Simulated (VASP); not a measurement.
# ZnO (P6_3mc) in VASP: Born charges and dielectric tensor with PBE

Aim: the Born charges and dielectric tensor of ZnO with PBE.

Everything below comes from runs of VASP 6.6.1. Logs are shortened: lines on timing, memory, paths and dates and some standing lists are left out, and cuts for length are marked.

**Experimental background.**

From “Electronic structure of alkaline earth and post-transition metal oxides”, 2009, arxiv:0908.1581, for a bulk crystal of ZnO: band gap 3.37 eV.

The runs below are set against these values where they give the same quantity.

### 1 The crystal as given

The structure is hexagonal, space group P6_3mc (No. 186). Conventional cell: a = 3.249 Å, b = 3.249 Å, c = 5.206 Å, α = 90.00°, β = 90.00°, γ = 120.00°. Zn (site symmetry 3m) has 4 O at 1.98 Å as nearest neighbours. Around O (site symmetry 3m) lie 4 Zn at 1.98 Å.

### 2 Born charges and dielectric tensor, PBE

File INCAR:

```
PREC     = Accurate       # precision mode
ENCUT    = 520            # plane-wave cutoff, eV
EDIFF    = 1E-8           # SCF threshold, eV
ISMEAR   = 0              # smearing method
SIGMA    = 0.02           # smearing width, eV
LREAL    = False          # projectors in reciprocal space
LASPH    = True           # aspherical terms in the spheres
NELM     = 80             # most SCF steps
ALGO     = Fast           # electronic algorithm
ISIF     = 2              # what is computed and relaxed
LWAVE    = False          # write WAVECAR
LCHARG   = False          # write CHGCAR
GGA      = PE             # functional
LEPSILON = True           # dielectric tensor by DFPT
IBRION   = 8              # ionic algorithm
NSW      = 1              # ionic steps
KPAR     = 4
```

File KPOINTS:

```
Automatic mesh
0
Gamma
  12 12 6
```

File POSCAR:

```
ZnO                                     
1.0
    3.2493080000      0.0000000000      0.0000000000
   -1.6246540000      2.8139832700      0.0000000000
    0.0000000000      0.0000000000      5.2057090000
  Zn              O             
     2     2
Direct
     0.3333333300000021    0.6666666699999979    0.4989700360265197
     0.6666666699999979    0.3333333300000021    0.9989700360265197
     0.6666666699999979    0.3333333300000021    0.3800399639734813
     0.3333333300000021    0.6666666699999979    0.8800399639734813
```

Potentials or basis: VASP PAW PBE potentials, release 64 (Zn, O).

Command:

```sh
$ cat potpaw_PBE.64/Zn/POTCAR potpaw_PBE.64/O/POTCAR > POTCAR
$ mpirun -np 4 vasp_std > vasp.out
```

OUTCAR:

```text
PREC = Accurate
   ENCUT = 520
   EDIFF = 1E-8
   ISMEAR = 0
   LREAL = False
   LASPH = True
   NELM = 80
   ISIF = 2
   GGA = PE
   LEPSILON = True
   IBRION = 8
   NSW = 1

 ion  position               nearest neighbor table
   1  0.333  0.667  0.499-   3 1.98   3 1.98   3 1.98   4 1.98
   2  0.667  0.333  0.999-   4 1.98   4 1.98   4 1.98   3 1.98
   3  0.667  0.333  0.380-   1 1.98   1 1.98   1 1.98   2 1.98
   4  0.333  0.667  0.880-   2 1.98   2 1.98   2 1.98   1 1.98

  LATTYP: Found a hexagonal cell.
 ALAT       =     3.2493080000
 C/A-ratio  =     1.6020977390

  Lattice vectors:

 A1 = (   3.2493080000,   0.0000000000,   0.0000000000)
 A2 = (  -1.6246540000,   2.8139832700,   0.0000000000)
 A3 = (   0.0000000000,   0.0000000000,   5.2057090000)

Analysis of symmetry for initial positions (statically):
=====================================================================
 Subroutine PRICEL returns:
 Original cell was already a primitive cell.

 Routine SETGRP: Setting up the symmetry group for a
 hexagonal supercell.

 Subroutine GETGRP returns: Found 12 space group operations
 (whereof  6 operations were pure point group operations)
 out of a pool of 24 trial point group operations.

The static configuration has the point symmetry C_3v.
 The point group associated with its full space group is C_6v.

Analysis of symmetry for dynamics (positions and initial velocities):
=====================================================================
 Subroutine PRICEL returns:
 Original cell was already a primitive cell.

 Routine SETGRP: Setting up the symmetry group for a
 hexagonal supercell.

 Subroutine GETGRP returns: Found 12 space group operations
 (whereof  6 operations were pure point group operations)
 out of a pool of 24 trial point group operations.

The dynamic configuration has the point symmetry C_3v.
 The point group associated with its full space group is C_6v.

 Subroutine INISYM returns: Found 12 space group operations
 (whereof  6 operations are pure point group operations),
 and found     1 'primitive' translations

----------------------------------------------------------------------------------------

                                     Primitive cell

  volume of cell :      47.5984

  direct lattice vectors                    reciprocal lattice vectors
     3.249308000  0.000000000  0.000000000     0.307757836  0.177684070  0.000000000
    -1.624654000  2.813983270  0.000000000     0.000000000  0.355368140  0.000000000
     0.000000000  0.000000000  5.205709000     0.000000000  0.000000000  0.192096792

  length of vectors
     3.249308000  3.249307998  5.205709000     0.355368140  0.355368140  0.192096792

  position of ions in fractional coordinates (direct lattice)
     0.333333330  0.666666670  0.498970036
     0.666666670  0.333333330  0.998970036
     0.666666670  0.333333330  0.380039964
     0.333333330  0.666666670  0.880039964

  ion indices of the primitive-cell ions
   primitive index   ion index
                 1           1
                 2           2
[... 791 lines left out ...]
     0.38037  0.00000  0.00000
     0.00000  0.38037  0.00000
     0.00000  0.00000 -0.77654

[... ionic steps 4 to 9 ...]

--------------------------------------- Ionic step       10  -------------------------------------------

------------------------ aborting loop because EDIFF is reached ----------------------------------------

[... ionic steps 11 to 11 ...]

--------------------------------------- Ionic step       12  -------------------------------------------

 Free energy of the ion-electron system (eV)
  ---------------------------------------------------
  ---------------------------------------------------
  free energy    TOTEN  =        -0.37841953 eV

  energy without entropy =       -0.37841953

------------------------ aborting loop because EDIFF is reached ----------------------------------------

 INTERNAL STRAIN TENSOR  FOR ION    3  DIRECTION 3   (eV/Angst):
 -----------------------------------------------------------------------------
     4.73729 -0.00000  0.00000
    -0.00000  4.73729 -0.00000
    -0.00000  0.00000 -9.79379

 MACROSCOPIC STATIC DIELECTRIC TENSOR (including local field effects in DFT)
 ------------------------------------------------------
           5.351840    -0.000000     0.000000
           0.000000     5.351840     0.000000
           0.000000     0.000000     5.344480
 ------------------------------------------------------

 PIEZOELECTRIC TENSOR (including local field effects)  for field in x, y, z        (e  Angst)
          XX          YY          ZZ          XY          YZ          ZX
  --------------------------------------------------------------------------------
  x     0.00000     0.00000     0.00000     0.00000     0.00000     1.18793
  y     0.00000    -0.00000     0.00000    -0.00000     1.18793     0.00000
  z     1.13003     1.13003    -2.30700     0.00000     0.00000     0.00000

 PIEZOELECTRIC TENSOR (including local field effects)  for field in x, y, z        (C/m^2)
          XX          YY          ZZ          XY          YZ          ZX
  --------------------------------------------------------------------------------
  x     0.00000     0.00000     0.00000     0.00000     0.00000     0.39986
  y     0.00000    -0.00000     0.00000    -0.00000     0.39986     0.00000
  z     0.38037     0.38037    -0.77654     0.00000     0.00000     0.00000

 BORN EFFECTIVE CHARGES (including local field effects) (in |e|, cummulative output)
 ---------------------------------------------------------------------------------
 ion    1
    1     2.11893     0.00000     0.00000
    2     0.00000     2.11893     0.00000
    3     0.00000    -0.00000     2.16326
 ion    2
    1     2.11893    -0.00000     0.00000
    2    -0.00000     2.11893     0.00000
    3     0.00000     0.00000     2.16326
 ion    3
    1    -2.11893     0.00000     0.00000
    2     0.00000    -2.11893     0.00000
    3    -0.00000     0.00000    -2.16326
 ion    4
    1    -2.11893     0.00000     0.00000
    2     0.00000    -2.11893     0.00000
    3     0.00000     0.00000    -2.16326

 INTERNAL STRAIN TENSOR FOR ION    4 for displacements in x,y,z  (eV/Angst):
          X           Y           Z          XY          YZ          ZX
  --------------------------------------------------------------------------------
  x     0.00000     0.00000     0.00000    -8.72170     0.00000     4.66548
  y    -8.72170     8.72170     0.00000     0.00000     4.94881     0.00000
  z     4.73729     4.73729    -9.79379     0.00000     0.00000     0.00000

 SECOND DERIVATIVES (NOT SYMMETRIZED)
 ------------------------------------
               1X          1Y          1Z          2X          2Y          2Z          3X          3Y          3Z          4X          4Y          4Z
  1X    -8.011655    0.000000   -0.000000    0.357446    0.000000   -0.000000    7.676676   -0.000000    0.000000   -0.022466    0.000000   -0.000000
  1Y    -0.000000   -8.011655    0.000000    0.000000    0.357446    0.000000    0.000000    7.676676    0.000000    0.000000   -0.022466    0.000000
  1Z     0.000000    0.000000  -11.555334    0.000000    0.000000    4.886904    0.000000    0.000000    1.361135    0.000000    0.000000    5.307295
  2X     0.357446    0.000000    0.000000   -8.011655   -0.000000    0.000000   -0.022466    0.000000    0.000000    7.676676   -0.000000   -0.000000
  2Y     0.000000    0.357446    0.000000   -0.000000   -8.011655   -0.000000    0.000000   -0.022466   -0.000000    0.000000    7.676676   -0.000000
  2Z    -0.000000    0.000000    4.886904    0.000000    0.000000  -11.555334    0.000000    0.000000    5.307295    0.000000   -0.000000    1.361135
  3X     7.670517   -0.000000    0.000000   -0.039481    0.000000   -0.000000   -8.587858    0.000000    0.000000    0.956823    0.000000   -0.000000
  3Y     0.000000    7.670517    0.000000    0.000000   -0.039481    0.000000   -0.000000   -8.587858    0.000000    0.000000    0.956823    0.000000
  3Z     0.000000    0.000000    1.362149    0.000000    0.000000    5.383771    0.000000   -0.000000  -11.729961    0.000000    0.000000    4.984041
  4X    -0.039481    0.000000   -0.000000    7.670517    0.000000   -0.000000    0.956823    0.000000    0.000000   -8.587858    0.000000    0.000000
  4Y    -0.000000   -0.039481    0.000000    0.000000    7.670517   -0.000000   -0.000000    0.956823    0.000000   -0.000000   -8.587858   -0.000000
  4Z    -0.000000    0.000000    5.383771    0.000000    0.000000    1.362149    0.000000    0.000000    4.984041   -0.000000    0.000000  -11.729961

 Eigenvectors and eigenvalues of the dynamical matrix
 ----------------------------------------------------

   1 f  =   16.120584 THz   101.288620 2PiTHz  537.724818 cm-1    66.669350 meV
             X         Y         Z           dx          dy          dz
     -0.000000  1.875989  2.597493    -0.000000   -0.000000   -0.106060
      1.624654  0.937994  5.200347     0.000000    0.000000    0.106060
      1.624654  0.937994  1.978377     0.000000    0.000000   -0.699107
     -0.000000  1.875989  4.581232    -0.000000   -0.000000    0.699107
[... 71 lines left out ...]
  12 f/i=    0.025879 THz     0.162603 2PiTHz    0.863233 cm-1     0.107027 meV
             X         Y         Z           dx          dy          dz
     -0.000000  1.875989  2.597493     0.000000    0.000000    0.634520
      1.624654  0.937994  5.200347     0.000000    0.000000    0.634520
      1.624654  0.937994  1.978377     0.000000    0.000000    0.312065
     -0.000000  1.875989  4.581232     0.000000    0.000000    0.312065

--------------------------------------------------------------------------------------------------------

 MACROSCOPIC STATIC DIELECTRIC TENSOR IONIC CONTRIBUTION
 ------------------------------------------------------
           4.466777    -0.000000    -0.000000
          -0.000000     4.466777    -0.000000
          -0.000000    -0.000000     5.304861
 ------------------------------------------------------

 ELASTIC MODULI CONTR FROM IONIC RELAXATION (kBar)
 Direction    XX          YY          ZZ          XY          YZ          ZX
 --------------------------------------------------------------------------------
 XX        -769.7917    320.5811    465.7039      0.0000     -0.0000      0.0000
 YY         320.5811   -769.7917    465.7039     -0.0000      0.0000     -0.0000
 ZZ         465.7039    465.7039   -965.6059     -0.0000     -0.0000     -0.0000
 XY           0.0000     -0.0000     -0.0000   -545.1864     -0.0000     -0.0000
 YZ          -0.0000      0.0000     -0.0000     -0.0000   -200.2794      0.0000
 ZX           0.0000     -0.0000     -0.0000     -0.0000      0.0000   -195.5282
 --------------------------------------------------------------------------------

 PIEZOELECTRIC TENSOR IONIC CONTR  for field in x, y, z        (C/m^2)
          XX          YY          ZZ          XY          YZ          ZX
  --------------------------------------------------------------------------------
  x     0.00000    -0.00000    -0.00000     0.00000     0.00000    -0.87938
  y    -0.00000     0.00000    -0.00000    -0.00000    -0.89000     0.00000
  z    -1.02712    -1.02712     2.12966     0.00000     0.00000     0.00000
```

It took 6.6 min on 4 MPI ranks of AMD EPYC 9R14 (Zen 4), shared host; peak memory 0.96 GiB.

Results:

- Band gap on the k mesh: 0.79 eV, direct
- Electronic dielectric tensor (diagonal): 5.35, 5.35, 5.34
- Born charges (mean of the diagonal): Zn +2.13; O -2.13 e
- Highest phonon frequency at Γ, LO-TO splitting left out: 538 cm⁻¹

Levels at points of the mesh, in eV from the valence-band top:
| k point | band 16 | band 17 | band 18 | band 19 | band 20 | band 21 |
| --- | --- | --- | --- | --- | --- | --- |
| (0.00, 0.00, 0.00) | -0.09 | 0.00 | 0.00 | 0.79 | 5.20 | 8.25 |
| (0.50, 0.00, 0.00) | -2.28 | -1.27 | -0.85 | 5.77 | 6.86 | 7.63 |
| (0.00, 0.00, 0.50) | -0.39 | -0.39 | -0.39 | 3.46 | 3.46 | 10.10 |
| (0.50, 0.00, 0.50) | -1.52 | -1.35 | -1.35 | 5.72 | 5.72 | 8.43 |

Phonon frequencies in cm⁻¹ (negative: imaginary):
```csv
q point,frequencies
"(0.000, 0.000, 0.000)",-1 0 0 88 88 252 377 402 402 435 435 538
```

Electronic dielectric tensor:
```
5.35 0.00 0.00
0.00 5.35 0.00
0.00 0.00 5.34
```

Born effective charge tensors (e):
atom 1, Zn
```
2.12 0.00 0.00
0.00 2.12 0.00
0.00 0.00 2.16
```
atom 2, Zn
```
2.12 0.00 0.00
0.00 2.12 0.00
0.00 0.00 2.16
```
atom 3, O
```
-2.12  0.00  0.00
 0.00 -2.12  0.00
 0.00  0.00 -2.16
```
atom 4, O
```
-2.12  0.00  0.00
 0.00 -2.12  0.00
 0.00  0.00 -2.16
```

### 3 Against experiment

Step 2. A measured gap of ZnO is 3.37 eV (quoted in “Electronic structure of alkaline earth and post-transition metal oxides”, 2009, arxiv:0908.1581); the calculated 0.79 eV misses it by -2.58 eV. So large a miss can be the level of theory's own, or it may mean another phase, state or a wrong row. The value is that of PBE, without temperature or zero-point motion. Semilocal functionals fall short of measured gaps as a rule.
